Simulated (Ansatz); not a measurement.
Sc:

```
Sc
1.0
     3.30900    0.00000    0.00000
    -1.65450    2.86568    0.00000
     0.00000    0.00000    5.27330
Sc
2
Direct
  0.66667 0.33333 0.75000
  0.33333 0.66667 0.25000
```

Base run:

| Property | Result |
| --- | --- |
| Program | Ansatz 0.2.0 |
| Functional | PBEsol |
| Potentials or basis | Ansatz PAW |
| Cutoff | 420 eV |
| Density cutoff | 1680 eV |
| k mesh | 9 × 9 × 5 |
| Occupations | gaussian, width 0.02 eV |
| Spin | no spin polarisation |

Its results: band gap on the k mesh none (metal or under the smearing width); pressure -2.8 GPa.

Question: After a change of settings the same cell gave: band gap on the k mesh none (metal or under the smearing width); pressure 5.0 GPa. Which change was it?
A. functional from PBEsol to RPBE; occupations from gaussian, width 0.02 eV to gaussian, width 0.05 eV
B. functional from PBEsol to PBE; occupations from gaussian, width 0.02 eV to fermi-dirac, width 0.05 eV
C. occupations from gaussian, width 0.02 eV to fermi-dirac, width 0.05 eV; hubbard terms from none to Sc d U = 4.3 eV; hubbard projectors from none to ortho-atomic (the default)

Answer: C.

Caveats: the PAW data sets come from PBE, with cores solved anew for the run's functional, which leaves a small shift of forces and pressure; U without spin polarisation on a metal has little footing (some runs); the U is typed as a test and isn't derived for this compound (some runs).

Not every run made on this cell is shown here.
